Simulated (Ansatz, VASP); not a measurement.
## AgBr: VASP beside Ansatz

```
Ag Br
1.0
     0.00000    2.87015    2.87015
     2.87015    0.00000    2.87015
     2.87015    2.87015    0.00000
Ag Br
1 1
Direct
  0.00000 0.00000 0.00000
  0.50000 0.50000 0.50000
```

Alike in both runs: task relaxation of cell and atoms; functional PBE; k mesh 8 × 8 × 8; occupations gaussian, width 0.02 eV; no spin polarisation.

|  | VASP | Ansatz |
| --- | --- | --- |
| version | VASP 6.6.1 | Ansatz 0.2.0 |
| potentials or method | VASP PAW PBE potentials, release 64 (Ag, Br) | scalar-relativistic, plane waves, PAW |
| plane-wave cutoff (eV) | 600 | 420 |
| valence electrons in the cell | 18 | 26 |

|  | VASP | Ansatz | Ansatz less VASP |
| --- | --- | --- | --- |
| gap on the k mesh at the Fermi level, each at its own relaxed structure (eV) | 0.69 | 0.69 | +0.003 |
| relaxed volume (Å³/atom) | 24.84 | 24.94 | +0.095 |
| relaxed cell length with the largest relative difference (Å) | 4.127 | 4.132 | +0.0053 |
| energy change over the relaxation (meV/atom) | -8 | -9 | -0.5 |

The two sets of potentials don't hold the same shells in valence.

A k mesh can miss the band edges. As with any semilocal functional, this PBE gap is likely too small. PBE usually gives volumes a little too large and moduli too small.
